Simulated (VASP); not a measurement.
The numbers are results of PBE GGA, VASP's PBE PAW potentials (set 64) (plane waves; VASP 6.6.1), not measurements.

Gaps are without spin-orbit coupling.

```
Quantity                                               Value
---------------------------------------------  -------------
volume per atom                                13.99 Å³/atom
band gap (over mesh and band path)                   7.10 eV
smallest direct gap (over mesh and band path)        7.35 eV
```

Problem. Which relaxed crystal gives these values?
(A) BP, F-43m (216)
(B) LiCl, Fm-3m (225)
(C) CaF2, Fm-3m (225)
(D) AgI, P6_3mc (186)

Solution. C, CaF2, Fm-3m (225)
